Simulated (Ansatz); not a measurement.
# ZnS (P6_3mc): further runs on one cell

Aim: for ZnS (P6_3mc) in the cell below, make these runs: field gradients and densities at the nuclei; the cell as listed in the source, atoms relaxed.

Computed with Ansatz 0.2.0 (DFT PBE, scalar-relativistic, plane waves, PAW, unless a step's input says otherwise).

### Step 1. The structure to begin with

It takes space group P6_3mc (No. 186, hexagonal). The conventional cell has a = 3.846 Å, b = 3.846 Å, c = 6.304 Å, α = 90.00°, β = 90.00°, γ = 120.00°. Zn (site symmetry 3m) has 4 S at 2.36 Å as nearest neighbours. Around S (site symmetry 3m) lie 4 Zn at 2.36 Å.

Coordinates:

```xyz
4
Lattice="3.8458 0.0000 0.0000 -1.9229 3.3306 0.0000 0.0000 0.0000 6.3040" Properties=species:S:1:pos:R:3 pbc="T T T"
Zn    0.0000    2.2204    0.0328
Zn    1.9229    1.1102    3.1848
S     0.0000    2.2204    2.3942
S     1.9229    1.1102    5.5462
```

An earlier run at PBE left this cell at 20.187 Å³/atom and -0.01 GPa (8×8×4 mesh).

### Step 2. Field gradients and densities at the nuclei

File input.yaml:

```yaml
crystal:
  lattice:
    - [3.8458156497, 0.0, 0.0]
    - [-1.9229078249, 3.330574051, 0.0]
    - [0.0, 0.0, 6.3039698155]
  atoms:
    - { symbol: Zn, position: [0.3333333333, 0.6666666667, 0.0052008604] }
    - { symbol: Zn, position: [0.6666666667, 0.3333333333, 0.5052008604] }
    - { symbol: S, position: [0.3333333333, 0.6666666667, 0.3797991396] }
    - { symbol: S, position: [0.6666666667, 0.3333333333, 0.8797991396] }
basis:
  ecutwfc: 420
  ecutrho_ratio: 4
kpoints:
  mp_grid: { grid: [8, 8, 4] }
hamiltonian:
  xc: pbe
scf:
  occupations: { method: gaussian, width: 0.05 }
output:
  forces: true
  stress: true
  eigenvalues: true
  efg:
    contact_densities: true
    quadrupole_moments_barn: { Zn: 0.122, S: -0.0694 }
```

Run with:

```bash
$ ansatz run input.yaml --threads 1 --pin off --max-ram 2560MiB --backend cpu --events-out ev --progress --plain --runs-dir out
```

Log, cut to the lines that bear on the results:

```text
Warning: RAYON_NUM_THREADS=1 ignored (pool sized by the plan → 1); use --threads N
[...]
Pseudopotentials: kind: paw
Pseudopotential: Zn, paw, valence charge 12, recommended cutoff 420 eV (normal), Zn.paw.azcp
Pseudopotential: S, paw, valence charge 6, recommended cutoff 420 eV (normal), S.paw.azcp
Functional definition: PBE
[...]
Crystal: 4 atoms, lattice volume = 80.746 Å³
Basis set: ecut = 420 eV, 1581 PW (Γ), exchange–correlation on 54×54×90 points (8 copies of the dense FFT grid, shifted against one another)
Bands: 22, of which v1, the nominal top of the filled ones, is band 18 counted from 1 (17 counted from 0)
Symmetry: 12 space group operations
Space group: P63mc (ITA 186), of the structure as read, at distance tolerance 4.3e-5 Å
k-points: 30 of 256 (time reversal used)
[...]
SCF iter   1: F=—  HF=-8445.456485 eV  |F-HF|=—  |Δ(HF+E_count)|=         —  Δρ=5.18e-4  dr2=2.46e-4  ethr=1.77e-3  ⟨swp⟩=5.5  Hψ=3041  notcnv=0
[...]
SCF iter   6: F=-8445.457168 eV  HF=-8445.457168 eV  |F-HF|=2.55e-8  |Δ(HF+E_count)|=   6.07e-7  Δρ=1.13e-5  dr2=8.86e-8  ethr=2.78e-10  ⟨swp⟩=2.5  Hψ=2614  notcnv=0
[...]
SCF converged after 6 iterations
Free energy (F): -8445.457168 eV
[...]
E sigma→0 (E₀):  -8445.457168 eV
Fermi energy:    6.548380 eV
[...]
--- Forces (eV/Å), atoms counted from 1 ---
  atom   1  Zn     0.00000000    -0.00000000     0.00021881
  atom   2  Zn     0.00000000     0.00000000     0.00021881
  atom   3  S     -0.00000000    -0.00000000    -0.00024091
  atom   4  S      0.00000000     0.00000000    -0.00024091
[...]
--- Stress (GPa, compression-positive) ---
       -0.019322       0.000000       0.000000
        0.000000      -0.019322       0.000000
        0.000000       0.000000       0.015923
  P = ⅓ Tr σ = -0.0076 GPa (-0.076 kbar)
--- PAW observables at the nuclei: V_zz in 10²¹ V/m², potentials from the cell's mean, atoms counted from 1 ---
  atom   1  Zn V_zz =    +0.054003   η = 0.0000   by run symmetry: allowed   C_q = +0.1593 MHz
            electrostatic potential = -3941.292515 V   contact ρ = 166603.091890 e/Å³
  atom   2  Zn V_zz =    +0.054003   η = 0.0000   by run symmetry: allowed   C_q = +0.1593 MHz
            electrostatic potential = -3941.292515 V   contact ρ = 166603.091890 e/Å³
  atom   3  S  V_zz =    +0.246605   η = 0.0000   by run symmetry: allowed   C_q = -0.4138 MHz
            electrostatic potential = -1632.726848 V   contact ρ = 19765.296853 e/Å³
  atom   4  S  V_zz =    +0.246605   η = 0.0000   by run symmetry: allowed   C_q = -0.4138 MHz
            electrostatic potential = -1632.726848 V   contact ρ = 19765.296853 e/Å³
--- Band table (eV; the first three rows and the last of 30) ---
  k-point 0: bands = ["-7.5000", "-6.6092", "-0.7436", "-0.7320", "-0.7320", "-0.6536", "-0.6536", "-0.3125", "-0.3125", "-0.2402", "-0.2402", "-0.0881", "0.3444", "4.6524", "4.6524", "5.4359", "5.5084", "5.5084", "7.5876", "8.5540", "11.8124", "11.8124"]
[...]
```

Wall time 9.4 s (1 thread of Intel Xeon at 2.50GHz (Skylake/Cascade Lake), shared host); peak memory 0.38 GiB.

Read off: volume 20.187 Å³/atom, pressure -0.01 GPa, gap on the mesh 2.08 eV.

| site | Vzz (10²¹ V/m²) | η | isotope | CQ (MHz) |
| --- | --- | --- | --- | --- |
| Zn1 | 0.054 | 0.00 | 67Zn | 0.16 |
| Zn2 | 0.054 | 0.00 | 67Zn | 0.16 |
| S3 | 0.247 | 0.00 | 33S | -0.41 |
| S4 | 0.247 | 0.00 | 33S | -0.41 |

### Step 3. The cell as listed in the source

input.yaml: that of step 2 with these lines changed.

```diff
@@ -2,5 +2,5 @@
   lattice:
-    - [3.8458156497, 0.0, 0.0]
-    - [-1.9229078249, 3.330574051, 0.0]
-    - [0.0, 0.0, 6.3039698155]
+    - [3.811, 0.0, 0.0]
+    - [-1.9055, 3.3004228138, 0.0]
+    - [0.0, 0.0, 6.234]
   atoms:
@@ -23,2 +23,3 @@
   eigenvalues: true
+  populations: true
   efg:
@@ -26 +27,4 @@
     quadrupole_moments_barn: { Zn: 0.122, S: -0.0694 }
+relax:
+  f_tol: 0.01
+  max_steps: 40
```

Run with:

```bash
$ ansatz run input.yaml --threads 1 --pin off --max-ram 2560MiB --backend cpu --events-out ev --progress --plain --runs-dir out
```

Log:

```text
Warning: output.stress: scf.convergence.dr2_threshold = 1e-7 eV (the SCF's general default) is looser than the 4e-10 eV advised for a printed stress (1e-10 eV for each atom of the cell: 4). What an SCF threshold leaves in a stress goes as its square root, and in the free energy as the threshold itself, and one threshold admits the most on a small cell: of the crystals measured, under no hybrid functional and no lock of the moments, on runs that ended without the residual-converged pass, on stresses that held no estimate of that error, the worst erred by over 100 MPa in a component at 1e-7 eV an atom and by under 5 at 1e-10. Every solve of this run answers to scf.convergence.dr2_threshold, and the tensor of one is reported: a single SCF on the reported geometry and on this run's grids (its basis.xc_grid and basis.ecutrho_ratio typed), with scf.convergence.dr2_threshold at 4e-10 eV or tighter, prints it and tightens no other solve. Else set scf.convergence.dr2_threshold to 4e-10 eV or tighter. The threshold is an SCF's pass mark: one that does not reach it within its budget of iterations ends unconverged, or closes short of it on a stop that the run arms, and scf.convergence.dr2_threshold's page says what that costs each kind of run
Warning: RAYON_NUM_THREADS=1 ignored (pool sized by the plan → 1); use --threads N
Engine: ansatz 0.2.0, x86_64-unknown-linux-gnu
[... 4 set-up lines as earlier in the session ...]
  parameter kappa = 0.804
  parameter beta = 0.06672455060314922
  exchange = pbe_x(kappa = kappa, mu = beta*pi^2/3)
  correlation = pbe_c(beta = beta)
Crystal: 4 atoms, lattice volume = 78.411 Å³
Basis set: ecut = 420 eV, 1521 PW (Γ), exchange–correlation on 54×54×90 points (8 copies of the dense FFT grid, shifted against one another)
Bands: 22, of which v1, the nominal top of the filled ones, is band 18 counted from 1 (17 counted from 0)
[... 2 set-up lines as earlier in the session ...]
k-points: 30 of 256 (time reversal used)
Non-local potential: Zn, projectors of the file, l = 0: 2, l = 1: 2, l = 2: 3, l = 3: 1
Non-local potential: S, projectors of the file, l = 0: 2, l = 1: 2, l = 2: 2
PAW form: soft (Blöchl's): semilocal exchange-correlation on the pseudo side does not see the compensation charge
PAW one-centre angular grid: Zn, 590 points (default); XC on 64 Gauss nodes
PAW one-centre angular grid: S, 110 points (default); XC on 64 Gauss nodes
Initial density: superposition of atomic densities (neutral atoms: chi_scale 0, normalization atom), corrected by the library's trained network
Initial wavefunctions: pseudopotential atomic-orbital guess
Functional: x = pbe(κ = 0.804, μ = 0.2195149727645171), c = pbe(β = 0.06672455060314922)
SCF iter   1: F=—  HF=-8445.441297 eV  |F-HF|=—  |Δ(HF+E_count)|=         —  Δρ=5.00e-4  dr2=1.99e-4  ethr=1.77e-3  ⟨swp⟩=5.6  Hψ=3083  notcnv=0
preconditioner: auto → Resta (q_TF=auto, 2.396 Å⁻¹)  ε∞=6.6  [insulator: Δε(μ)=2.210 eV  Ē_g=10.664 eV  σ=0.050 eV  W_gap=1.00  n_scr=22 (ndim 8)  ℏωp=25.2 eV  f_vac=0.039  D(μ)=0.00/eV (n_scr^D=0)  ε∞_Penn≈6.6]
SCF iter   2: F=—  HF=-8445.441637 eV  |F-HF|=—  |Δ(HF+E_count)|=   3.40e-4  Δρ=4.30e-4  dr2=1.17e-4  ethr=5.53e-7  ⟨swp⟩=2.8  Hψ=1605  notcnv=0
SCF iter   3: F=—  HF=-8445.441714 eV  |F-HF|=—  |Δ(HF+E_count)|=   7.71e-5  Δρ=1.40e-4  dr2=1.26e-5  ethr=3.24e-7  ⟨swp⟩=2.0  Hψ=1143  notcnv=0
SCF iter   4: F=—  HF=-8445.441721 eV  |F-HF|=—  |Δ(HF+E_count)|=   7.26e-6  Δρ=6.99e-5  dr2=4.19e-6  ethr=3.51e-8  ⟨swp⟩=2.0  Hψ=1200  notcnv=0
iter 5 did not close the SCF: its close was put off for the readings that it lacked (scf_convergence_deferred on its scf_iter line)
SCF iter   5: F=-8445.441721 eV  HF=-8445.441721 eV  |F-HF|=2.77e-7  |Δ(HF+E_count)|=   5.71e-7  Δρ=2.50e-5  dr2=4.39e-7  ethr=1.16e-8  ⟨swp⟩=2.6  Hψ=1126  notcnv=0
SCF iter   6: F=-8445.441721 eV  HF=-8445.441721 eV  |F-HF|=4.13e-9  |Δ(HF+E_count)|=   3.58e-7  Δρ=1.05e-5  dr2=6.95e-8  ethr=1.22e-9  ⟨swp⟩=1.7  Hψ=2096  notcnv=0
SCF 1 converged in 6 iterations: F = -8445.441721 eV  dr2 = 6.95e-8
relax step   1: F+E_penalty+E_count = -8445.44172088 eV  Δ(F+E_penalty+E_count) = +0.000e0 eV  max|allowed force component| = 7.877e-3 eV/Å  Δτ_max = 0.0000 Å  (6 SCF iters, dr2 threshold 2.50e-6 eV, accepted)
Initial density: handed on by an earlier stage of this run
Initial wavefunctions: those handed on with the density
iter 1 solved again at ethr=1.80e-10 eV; its pass at ethr=3.10e-3 eV (dr2=6.48e-8 eV) is discarded
SCF iter   1: F=—  HF=-8445.441782 eV  |F-HF|=—  |Δ(HF+E_count)|=         —  Δρ=1.01e-5  dr2=6.52e-8  ethr=1.80e-10  ⟨swp⟩=1.0  Hψ=2078  notcnv=0
preconditioner: auto → Resta (q_TF=auto, 2.396 Å⁻¹)  ε∞=6.6  [insulator: Δε(μ)=2.215 eV  Ē_g=10.662 eV  σ=0.050 eV  W_gap=1.00  n_scr=22 (ndim 8)  ℏωp=25.2 eV  f_vac=0.039  D(μ)=0.00/eV (n_scr^D=0)  ε∞_Penn≈6.6]
SCF iter   2: F=-8445.441721 eV  HF=-8445.441721 eV  |F-HF|=7.85e-9  |Δ(HF+E_count)|=   6.12e-5  Δρ=5.16e-6  dr2=2.62e-8  ethr=1.80e-10  ⟨swp⟩=4.0  Hψ=2167  notcnv=0
SCF 2 converged in 2 iterations: F = -8445.441721 eV  dr2 = 2.62e-8
relax step   2: F+E_penalty+E_count = -8445.44172089 eV  Δ(F+E_penalty+E_count) = -1.021e-8 eV  max|allowed force component| = 7.860e-3 eV/Å  Δτ_max = 0.0000 Å  (2 SCF iters, accepted)
SCF converged after 2 iterations
Free energy (F): -8445.441721 eV
Harris-Foulkes:  -8445.441721 eV  (|F-HF|=7.85e-9)
Internal energy: -8445.441721 eV  (E = F + TS)
E sigma→0 (E₀):  -8445.441721 eV
Fermi energy:    6.991959 eV
--- Per-component energies (eV) ---
  E_band       = 12.441923
  E_kinetic    = 477.157672
  E_local      = -4079.752867  (includes V_loc(G=0)·N_el)
  E_nonlocal   = 1285.444124
  E_hartree    = 1706.768444
  E_xc         = -469.058789
  E_vxc        = -279.453771  (∫ρ·V_xc dr)
  E_paw        = -4856.967629  (= ΣΔE_a)
  E_vpaw       = -804.491746  (= ΣTr[D̂ρ^β])
  E_aug_tail   = -0.000744  (compensation charges beyond the density's cutoff)
  E_ewald      = -2509.031932
  E_smearing   = -0.000000  (= −TS)
  E_closure    = 0.000000  (closes the sum)
  Σ components = -8445.441721   (vs F -8445.441721, Δ=0.00e0)
--- Forces (eV/Å), atoms counted from 1 ---
  atom   1  Zn    -0.00000000    -0.00000000    -0.00786698
  atom   2  Zn    -0.00000000     0.00000000    -0.00786698
  atom   3  S      0.00000000    -0.00000000     0.00785396
  atom   4  S     -0.00000000     0.00000000     0.00785396
  max |Σ_I F_I| component: 2.60e-5 eV/Å
--- Stress (GPa, compression-positive) ---
        2.036411       0.000000       0.000000
        0.000000       2.036411      -0.000000
        0.000000       0.000000       2.412863
  P = ⅓ Tr σ = 2.1619 GPa (21.619 kbar)
--- PAW observables at the nuclei: V_zz in 10²¹ V/m², potentials from the cell's mean, atoms counted from 1 ---
  atom   1  Zn V_zz =    -0.032268   η = 0.0000   by run symmetry: allowed   C_q = -0.0952 MHz
            electrostatic potential = -3941.661259 V   contact ρ = 166603.781372 e/Å³
  atom   2  Zn V_zz =    -0.032268   η = 0.0000   by run symmetry: allowed   C_q = -0.0952 MHz
            electrostatic potential = -3941.661259 V   contact ρ = 166603.781372 e/Å³
  atom   3  S  V_zz =    +0.217190   η = 0.0000   by run symmetry: allowed   C_q = -0.3645 MHz
            electrostatic potential = -1633.124550 V   contact ρ = 19764.955009 e/Å³
  atom   4  S  V_zz =    +0.217190   η = 0.0000   by run symmetry: allowed   C_q = -0.3645 MHz
            electrostatic potential = -1633.124550 V   contact ρ = 19764.955009 e/Å³
--- Band table (eV; the first three rows and the last of 30) ---
  k-point 0: bands = ["-7.3252", "-6.3759", "-0.4782", "-0.4641", "-0.4641", "-0.3804", "-0.3804", "-0.0153", "-0.0153", "0.0636", "0.0636", "0.2205", "0.5316", "4.9799", "4.9799", "5.8146", "5.8841", "5.8841", "8.0990", "8.9677", "12.1603", "12.1603"]
  k-point 1: bands = ["-7.2052", "-6.5380", "-0.4855", "-0.4557", "-0.4557", "-0.3968", "-0.3968", "-0.2435", "-0.0008", "-0.0008", "0.0552", "0.0552", "1.5009", "4.7179", "5.1024", "5.1024", "5.7404", "5.7404", "8.9927", "9.1226", "12.1440", "12.2548"]
  k-point 2: bands = ["-6.8922", "-6.8922", "-0.4555", "-0.4555", "-0.4301", "-0.4301", "-0.4301", "-0.4301", "0.0302", "0.0302", "0.0302", "0.0302", "3.0243", "3.0243", "5.4109", "5.4109", "5.4109", "5.4109", "9.4361", "9.4361", "12.6129", "12.6129"]
  k-point 29: bands = ["-6.1494", "-6.1494", "-0.3653", "-0.3653", "-0.2876", "-0.2876", "-0.1163", "-0.1163", "0.0058", "0.0058", "0.3317", "0.3317", "1.1277", "1.1277", "3.0040", "3.0040", "4.5162", "4.5162", "10.3166", "10.3166", "12.2095", "12.2095"]
--- Relaxed structure (2 steps of the walk, 2 accepted, 0 SCFs on fresh bases) ---
  F+E_penalty+E_count = -8445.44172089 eV   max|allowed force component| = 7.860e-3 eV/Å
  atoms:
    - { symbol: Zn, position: [0.3333333333333333, 0.6666666666666666, 0.005200860399999999] }
    - { symbol: Zn, position: [0.6666666666666666, 0.3333333333333333, 0.5052008603999999] }
    - { symbol: S, position: [0.3333333333333333, 0.6666666666666666, 0.3797991396] }
    - { symbol: S, position: [0.6666666666666666, 0.3333333333333333, 0.8797991395999999] }
--- Löwdin populations: 4 sites ---
  site symbol       q [e]
     0     Zn     10.7171
     1     Zn     10.7171
     2      S      7.0865
     3      S      7.0865
  spilling = 0.010911 (of n_electrons = 36.000000)
```

It took 16 s on 1 thread of Intel Xeon at 2.50GHz (Skylake/Cascade Lake), shared host; peak memory 0.4 GiB.

The steps of the relaxation:

| step | energy from step 1 (meV/atom) | largest force component (eV/Å) |
| --- | --- | --- |
| 1 | 0.0 | 0.008 |
| 2 | 0.0 | 0.008 |

Step 1 is the start. The run keeps the 12 symmetry operations that it found, so it can't reach a distortion that breaks them.

This gives: volume 19.603 Å³/atom, pressure 2.16 GPa, gap on the mesh 2.21 eV.

| site | Vzz (10²¹ V/m²) | η | isotope | CQ (MHz) |
| --- | --- | --- | --- | --- |
| Zn1 | -0.032 | 0.00 | 67Zn | -0.10 |
| Zn2 | -0.032 | 0.00 | 67Zn | -0.10 |
| S3 | 0.217 | 0.00 | 33S | -0.36 |
| S4 | 0.217 | 0.00 | 33S | -0.36 |

### Step 4. Results

| quantity | value |
| --- | --- |
| largest field gradient | 0.25 × 10²¹ V/m² at S3 |
| largest field gradient (listed cell) | 0.22 × 10²¹ V/m² at S3 |
| pressure at the listed cell | 2.2 GPa |

At the listed cell this level shows 2.2 GPa: it wants a larger volume, 20.19 against 19.60 Å³/atom.
